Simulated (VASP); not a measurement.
# SnO: kinetic-energy density

SnO, P4/nmm (no. 129), 4 atoms in the cell. PBE; PAW potentials Sn_d, O (PBE set).

## Input

INCAR:
```
SYSTEM = SnO
  ALGO = Normal
  EDIFF = 1E-7
  ENCUT = 520
  ISIF = 2
  ISMEAR = 0
  LASPH = .TRUE.
  LCHARG = .TRUE.
  LREAL = .FALSE.
  LTAU = .TRUE.
  LWAVE = .FALSE.
  NELM = 100
  PREC = Accurate
  SIGMA = 0.02
```

KPOINTS:
```
k-points
0
Gamma
  6 6 5
```

POSCAR:
```
SnO
1.0
    3.8136952200      0.0000000000      0.0000000000
    0.0000000000      3.8136952200      0.0000000000
    0.0000000000      0.0000000000      4.8869133000
Sn O
2 2
Direct
    0.5000000000      0.0000000000      0.7646261400
    0.0000000000      0.5000000000      0.2353738600
    0.0000000000      0.0000000000      0.0000000000
    0.5000000000      0.5000000000      0.0000000000
```

Commands:
```
cat potpaw_PBE.64/Sn_d/POTCAR potpaw_PBE.64/O/POTCAR > POTCAR
mpirun -np 1 vasp_std > vasp.out
```

## Result

- Kinetic energy of the pseudo orbitals (eV): 676.26

VASP 6.6.1 took 60 s on 1 core (Intel Xeon Platinum 8488C (Sapphire Rapids)), a shared host.
